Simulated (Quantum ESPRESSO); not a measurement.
# Mo in Quantum ESPRESSO: notebook

The runs below take Mo through work function, with revPBE, PBE+D3, vdW-DF2, PBE+D2.

Program: Quantum ESPRESSO 7.5. These are calculated values, not measurements. Logs are shortened: lines on timing, memory, paths and dates and some standing lists are left out, and cuts for length are marked.

### 1 Starting point

The cell holds a slab with vacuum, 5 atoms: a = 2.850 Å, b = 2.850 Å, c = 24.307 Å, α = 90.00°, β = 90.00°, γ = 120.00°.

The slab is cut from a database's or a generator's crystal, which needn't be the stable form of the element.

### 2 Work function, revPBE

pw.in reads:

```
&CONTROL
  calculation = 'scf'
  prefix = 'pwscf'
  outdir = './tmp'
  pseudo_dir = './pseudo'
  tprnfor = .true.
  disk_io = 'low'
/
&SYSTEM
  ibrav = 0
  celldm(1) = 8
  nat = 5
  ntyp = 1
  ecutwfc = 70
  nbnd = 46
  input_dft = 'revpbe'
  occupations = 'smearing'
  smearing = 'mv'
  degauss = 0.00367493
/
&ELECTRONS
  conv_thr = 5d-09
  electron_maxstep = 150
  mixing_beta = 0.3
  mixing_mode = 'local-TF'
/
ATOMIC_SPECIES
Mo    95.9500 Mo_ONCV_PBE-1.2.upf
CELL_PARAMETERS alat
  0.6731299717440   0.0000000000000  -0.0000000000000
 -0.3365649858720   0.5829476555790   0.0000000000000
  0.0000000000000   0.0000000000000   5.7416697654692
ATOMIC_POSITIONS crystal
Mo     0.6666666667    0.3333333333    0.3085545345
Mo     0.3333333333    0.6666666667    0.4042772673
Mo     0.0000000000    0.0000000000    0.5000000000
Mo     0.6666666667    0.3333333333    0.5957227327
Mo     0.3333333333    0.6666666667    0.6914454655
K_POINTS automatic
11 11 1 0 0 0
```

pp_density.in reads:

```
&INPUTPP
  prefix = 'pwscf'
  outdir = './tmp'
  filplot = 'density.dat'
  plot_num = 0
/
&PLOT
  nfile = 1
  filepp(1) = 'density.dat'
  iflag = 3
  output_format = 6
  fileout = 'density.cube'
/
```

pp_potential.in reads:

```
&INPUTPP
  prefix = 'pwscf'
  outdir = './tmp'
  filplot = 'potential.dat'
  plot_num = 11
/
&PLOT
  nfile = 1
  filepp(1) = 'potential.dat'
  iflag = 3
  output_format = 6
  fileout = 'potential.cube'
/
```

pp_elf.in reads:

```
&INPUTPP
  prefix = 'pwscf'
  outdir = './tmp'
  filplot = 'elf.dat'
  plot_num = 8
/
&PLOT
  nfile = 1
  filepp(1) = 'elf.dat'
  iflag = 3
  output_format = 6
  fileout = 'elf.cube'
/
```

Potentials or basis: SG15 PBE 1.2.

Command:

```
$ OMP_NUM_THREADS=1 mpirun -n 2 pw.x -nk 2 -in pw.in > pw.out
$ OMP_NUM_THREADS=1 mpirun -n 1 pp.x -in pp_density.in > pp_density.out
$ OMP_NUM_THREADS=1 mpirun -n 1 pp.x -in pp_potential.in > pp_potential.out
$ OMP_NUM_THREADS=1 mpirun -n 1 pp.x -in pp_elf.in > pp_elf.out
```

pw.out:

```text
This program is part of the open-source Quantum ESPRESSO suite
     for quantum simulation of materials; please cite
         "P. Giannozzi et al., J. Phys.:Condens. Matter 21 395502 (2009);
         "P. Giannozzi et al., J. Phys.:Condens. Matter 29 465901 (2017);
         "P. Giannozzi et al., J. Chem. Phys. 152 154105 (2020);
     in publications or presentations arising from this work. More details at

     IMPORTANT: XC functional enforced from input :
     Exchange-correlation= REVPBE
                           (   1   4   4   4   0   0   0)
     Any further DFT definition will be discarded
     Please, verify this is what you really want

     Message from routine setup:
     using ibrav=0 with symmetry is DISCOURAGED, use correct ibrav instead

     K-points division:     npool     =       2
     Subspace diagonalization in iterative solution of the eigenvalue problem:
     a serial algorithm will be used

     G-vector sticks info
     --------------------
     sticks:   dense  smooth     PW     G-vecs:    dense   smooth      PW
     Sum         559     559    163                91403    91403   14731

     Using Slab Decomposition

     bravais-lattice index     =            0
     lattice parameter (alat)  =       8.0000  a.u.
     unit-cell volume          =    1153.5506 (a.u.)^3
     number of atoms/cell      =            5
     number of atomic types    =            1
     number of electrons       =        70.00
     number of Kohn-Sham states=           46
     kinetic-energy cutoff     =      70.0000  Ry
     charge density cutoff     =     280.0000  Ry
     scf convergence threshold =      5.0E-09
     mixing beta               =       0.3000
     number of iterations used =            8  local-TF  mixing
     Exchange-correlation= REVPBE
                           (   1   4   4   4   0   0   0)

     celldm(1)=   8.000000  celldm(2)=   0.000000  celldm(3)=   0.000000
     celldm(4)=   0.000000  celldm(5)=   0.000000  celldm(6)=   0.000000

     crystal axes: (cart. coord. in units of alat)
               a(1) = (   0.673130   0.000000  -0.000000 )
               a(2) = (  -0.336565   0.582948   0.000000 )
               a(3) = (   0.000000   0.000000   5.741670 )

     reciprocal axes: (cart. coord. in units 2 pi/alat)
               b(1) = (  1.485597  0.857710 -0.000000 )
               b(2) = ( -0.000000  1.715420  0.000000 )
               b(3) = (  0.000000  0.000000  0.174165 )

     PseudoPot. # 1 for Mo read from file:
     Mo_ONCV_PBE-1.2.upf
     Pseudo is Norm-conserving, Zval = 14.0
     Generated using ONCVPSP code by D. R. Hamann
     Using radial grid of  602 points,  6 beta functions with:
                l(1) =   0
                l(2) =   0
                l(3) =   1
                l(4) =   1
                l(5) =   2
                l(6) =   2

     atomic species   valence    mass     pseudopotential
     Mo               14.00    95.95000     Mo( 1.00)

     12 Sym. Ops., with inversion, found

   Cartesian axes

     site n.     atom                  positions (alat units)
         1        Mo     tau(   1) = (   0.3365650   0.1943159   1.7716182  )
         2        Mo     tau(   2) = (  -0.0000000   0.3886318   2.3212266  )
         3        Mo     tau(   3) = (   0.0000000   0.0000000   2.8708349  )
         4        Mo     tau(   4) = (   0.3365650   0.1943159   3.4204432  )
         5        Mo     tau(   5) = (  -0.0000000   0.3886318   3.9700515  )

     number of k points=    16  Marzari-Vanderbilt smearing, width (Ry)=  0.0037
                       cart. coord. in units 2pi/alat
        k(    1) = (   0.0000000   0.0000000   0.0000000), wk =   0.0165289
        k(    2) = (   0.0000000   0.1559473   0.0000000), wk =   0.0991736
        k(    3) = (   0.0000000   0.3118945   0.0000000), wk =   0.0991736
        k(    4) = (   0.0000000   0.4678418   0.0000000), wk =   0.0991736
        k(    5) = (   0.0000000   0.6237890   0.0000000), wk =   0.0991736
        k(    6) = (   0.0000000   0.7797363   0.0000000), wk =   0.0991736
[... 8 lines left out ...]
        k(   15) = (   0.4051629   0.7017627   0.0000000), wk =   0.0991736
        k(   16) = (   0.4051629   0.8577099   0.0000000), wk =   0.0991736

     Dense  grid:    91403 G-vectors     FFT dimensions: (  30,  30, 250)

     Initial potential from superposition of free atoms

     starting charge      69.5466, renormalised to      70.0000

     negative rho (up, down):  5.889E-04 0.000E+00
     Starting wfcs are random

     Self-consistent Calculation

     iteration #  1     ecut=    70.00 Ry     beta= 0.30
     Davidson diagonalization with overlap
     ethr =  1.00E-02,  avg # of iterations = 12.7

     negative rho (up, down):  1.401E-08 0.000E+00

     total energy              =    -685.57456698 Ry
     estimated scf accuracy    <       1.96746947 Ry

     iteration #  2     ecut=    70.00 Ry     beta= 0.30
     Davidson diagonalization with overlap
     ethr =  2.81E-03,  avg # of iterations =  1.2

     total energy              =    -685.52512317 Ry
     estimated scf accuracy    <       0.79000425 Ry

     iteration #  3     ecut=    70.00 Ry     beta= 0.30
     Davidson diagonalization with overlap
     ethr =  1.13E-03,  avg # of iterations =  1.8

     total energy              =    -685.56239477 Ry
     estimated scf accuracy    <       0.07602105 Ry

     iteration #  4     ecut=    70.00 Ry     beta= 0.30
     Davidson diagonalization with overlap
     ethr =  1.09E-04,  avg # of iterations =  8.2

     total energy              =    -685.58001806 Ry
     estimated scf accuracy    <       0.20632463 Ry

     iteration #  5     ecut=    70.00 Ry     beta= 0.30
     Davidson diagonalization with overlap
     ethr =  1.09E-04,  avg # of iterations =  1.1

     total energy              =    -685.58114490 Ry
     estimated scf accuracy    <       0.07098217 Ry

     iteration #  6     ecut=    70.00 Ry     beta= 0.30
     Davidson diagonalization with overlap
     ethr =  1.01E-04,  avg # of iterations =  1.0

     total energy              =    -685.57802048 Ry
     estimated scf accuracy    <       0.03409345 Ry

     iteration #  7     ecut=    70.00 Ry     beta= 0.30
     Davidson diagonalization with overlap
     ethr =  4.87E-05,  avg # of iterations =  1.1
[... 67 lines left out ...]
     iteration # 15     ecut=    70.00 Ry     beta= 0.30
     Davidson diagonalization with overlap
     ethr =  1.95E-09,  avg # of iterations =  2.6

     negative rho (up, down):  1.223E-06 0.000E+00

     total energy              =    -685.57851234 Ry
     estimated scf accuracy    <       0.00000019 Ry

     iteration # 16     ecut=    70.00 Ry     beta= 0.30
     Davidson diagonalization with overlap
     ethr =  2.77E-10,  avg # of iterations =  3.6

     negative rho (up, down):  4.620E-06 0.000E+00

     total energy              =    -685.57851252 Ry
     estimated scf accuracy    <       0.00000018 Ry

     iteration # 17     ecut=    70.00 Ry     beta= 0.30
     Davidson diagonalization with overlap
     ethr =  2.51E-10,  avg # of iterations =  2.5

     negative rho (up, down):  5.062E-06 0.000E+00

     total energy              =    -685.57851231 Ry
     estimated scf accuracy    <       0.00000001 Ry

     iteration # 18     ecut=    70.00 Ry     beta= 0.30
     Davidson diagonalization with overlap
     ethr =  1.64E-11,  avg # of iterations =  2.9

     End of self-consistent calculation

          k = 0.0000 0.0000 0.0000 ( 11373 PWs)   bands (ev):

   -53.5392 -53.5294 -53.4504 -53.4176 -53.3140 -28.0690 -27.9175 -27.6016
   -27.3071 -27.0741 -27.0741 -27.0584 -27.0584 -27.0067 -26.9912 -26.9912
   -26.9766 -26.9766 -26.9089 -26.9089   0.9122   1.6834   2.5648   2.8255
     2.8815   5.9968   6.0423   6.3981   6.4870   6.4870   6.6847   6.7060
     6.7060   6.7297   6.7297   6.9857   6.9857   7.0411   7.0411   7.6985
     8.4329   8.9837   8.9837   9.0732   9.0737   9.3551

          k = 0.0000 0.1559 0.0000 ( 11393 PWs)   bands (ev):

   -53.5262 -53.5172 -53.4398 -53.4086 -53.3058 -28.0419 -27.9013 -27.6030
   -27.3259 -27.1453 -27.1223 -27.0964 -27.0838 -27.0788 -27.0539 -27.0079
   -26.9909 -26.9852 -26.9742 -26.9222   1.1944   1.9545   2.8422   3.0957
     3.1637   5.7365   5.8839   6.1673   6.3222   6.4196   6.5168   6.7260
     6.7360   6.8610   6.9192   6.9773   7.0223   7.1917   7.2906   7.3541
     7.8691   8.6426   8.6472   9.0645   9.0764   9.4484

          k = 0.0000 0.3119 0.0000 ( 11381 PWs)   bands (ev):

   -53.4909 -53.4840 -53.4111 -53.3846 -53.2839 -27.9680 -27.8619 -27.6300
   -27.4283 -27.3244 -27.2809 -27.2510 -27.2340 -27.1545 -27.1324 -27.1102
   -27.0531 -27.0302 -27.0067 -26.9584   1.9394   2.6245   3.4487   3.7052
     3.8890   5.0727   5.4229   5.5833   5.6804   6.1605   6.2884   6.4985
     6.7480   7.0039   7.0499   7.1497   7.3973   7.4739   7.6145   7.6780
     8.0062   8.2930   8.4329   8.9985   9.1602   9.5325

          k = 0.0000 0.4678 0.0000 ( 11410 PWs)   bands (ev):

   -53.4436 -53.4395 -53.3733 -53.3538 -53.2559 -27.8853 -27.8273 -27.7578
   -27.6470 -27.5277 -27.5109 -27.4561 -27.3331 -27.2277 -27.2006 -27.1972
   -27.1122 -27.0825 -27.0442 -27.0069   2.7743   3.1793   3.5411   3.9388
     4.2311   4.4785   4.7612   5.2978   5.7684   5.8363   6.3809   6.6268
     6.7258   6.8218   7.1000   7.1565   7.6394   8.2070   8.3063   8.5044
     8.6357   9.0305   9.1102   9.3999   9.5816   9.8053

          k = 0.0000 0.6238 0.0000 ( 11426 PWs)   bands (ev):

   -53.3988 -53.3972 -53.3382 -53.3264 -53.2310 -27.9538 -27.9250 -27.8731
   -27.8364 -27.7401 -27.6172 -27.5152 -27.3567 -27.2928 -27.2616 -27.2529
   -27.1663 -27.1309 -27.0884 -27.0520   3.0030   3.0932   3.3714   3.6477
     3.7449   4.1115   4.2398   5.0740   5.7103   6.3535   6.5527   6.6990
     6.8345   7.4696   7.4736   7.8026   8.2843   8.4619   9.4340   9.4484
     9.7681  10.0952  10.2396  10.3488  10.3614  10.4521
[... 66 lines left out ...]
   -53.3821 -53.3813 -53.3252 -53.3166 -53.2221 -27.9143 -27.8801 -27.8389
   -27.8196 -27.7196 -27.6417 -27.5388 -27.3944 -27.3751 -27.3432 -27.3062
   -27.2907 -27.2239 -27.1935 -27.0766   3.5760   3.7277   3.9209   4.1505
     4.2973   4.6607   4.8470   5.1800   5.3649   5.6649   6.0775   6.3063
     6.5165   6.6827   6.8728   7.0720   7.7565   8.2468   8.6764   8.8196
     9.1285   9.3751  10.5134  10.8505  11.2735  11.9418

          k = 0.2701 0.7797 0.0000 ( 11433 PWs)   bands (ev):

   -53.3589 -53.3588 -53.3074 -53.3040 -53.2103 -27.9968 -27.9297 -27.9082
   -27.8646 -27.8016 -27.5884 -27.5376 -27.4647 -27.4245 -27.4209 -27.3420
   -27.3107 -27.2742 -27.1961 -27.1212   3.2957   3.7322   3.8508   4.0074
     4.3094   4.4761   4.6240   5.0289   5.2793   5.8515   6.2679   6.4856
     6.6185   6.9720   7.4903   7.5546   7.8202   8.3493   9.0622   9.5058
     9.6612   9.7704  10.5663  10.8336  11.2672  13.1660

          k = 0.4052 0.7018 0.0000 ( 11455 PWs)   bands (ev):

   -53.3570 -53.3568 -53.3059 -53.3029 -53.2092 -27.9162 -27.8706 -27.8630
   -27.8110 -27.7180 -27.6911 -27.6072 -27.4908 -27.4510 -27.4510 -27.4014
   -27.3743 -27.2545 -27.2294 -27.1263   3.8392   3.8458   4.0932   4.4257
     4.7391   4.8000   4.9481   5.0245   5.3849   5.6564   6.1579   6.1977
     6.4917   6.5630   6.7926   6.8784   8.0348   8.2584   8.6461   8.7286
     9.2457   9.5913  10.5346  10.8859  11.2664  13.6547

          k = 0.4052 0.8577 0.0000 ( 11471 PWs)   bands (ev):

   -53.3474 -53.3474 -53.2986 -53.2981 -53.2046 -27.9074 -27.8484 -27.8191
   -27.8067 -27.7620 -27.6651 -27.6523 -27.5774 -27.5510 -27.5007 -27.3952
   -27.3914 -27.2527 -27.2246 -27.1631   3.7750   4.2248   4.2268   4.4499
     4.5911   4.6728   4.9020   5.1357   5.3974   5.8201   6.1067   6.3170
     6.3982   6.5525   6.8320   6.9832   8.0350   8.3664   8.6605   8.9235
     9.6456   9.6467  10.5125  10.6180  10.8465  14.8281

     the Fermi energy is     7.2173 ev

!    total energy              =    -685.57851308 Ry
     estimated scf accuracy    <          1.5E-09 Ry
     smearing contrib. (-TS)   =       0.00004156 Ry
     internal energy E=F+TS    =    -685.57855464 Ry

     The total energy is F=E-TS. E is the sum of the following terms:
     one-electron contribution =   -5339.57356351 Ry
     hartree contribution      =    2676.36541226 Ry
     xc contribution           =     -77.94787737 Ry
     ewald contribution        =    2055.57747398 Ry

     convergence has been achieved in  18 iterations

     Forces acting on atoms (cartesian axes, Ry/au):

     atom    1 type  1   force =     0.00000000    0.00000000    0.00333928
     atom    2 type  1   force =     0.00000000   -0.00000000    0.00337652
     atom    3 type  1   force =     0.00000000    0.00000000    0.00000000
     atom    4 type  1   force =     0.00000000   -0.00000000   -0.00337652
     atom    5 type  1   force =     0.00000000    0.00000000   -0.00333928

     Total force =     0.006716     Total SCF correction =     0.000164

=------------------------------------------------------------------------------=
   JOB DONE.
=------------------------------------------------------------------------------=
```

It took 2 min on 2 MPI ranks of Arm Neoverse V2, shared host; peak memory 0.46 GiB.

What came out:

- Free energy: -9327.7709 eV
- Largest force: 0.087 eV/Å
- Band gap on the k mesh: none (metal or under the smearing width)
- Work function of the upper face: 4.49 eV
- Work function of the lower face: 4.49 eV

Forces on the atoms (eV/Å):
```
Mo   0.000  0.000  0.086
Mo   0.000  0.000  0.087
Mo   0.000  0.000  0.000
Mo   0.000  0.000 -0.087
Mo   0.000  0.000 -0.086
```

Levels at points of the mesh, in eV from the Fermi level:
```tsv
k point	band 33	band 34	band 35	band 36	band 37	band 38	band 39	band 40
(0.00, 0.00, 0.00)	-0.51	-0.49	-0.49	-0.23	-0.23	-0.18	-0.18	0.48
```

Caveat: the potentials were made for another functional, which shifts forces and pressure.

[end of part 1 of 3]
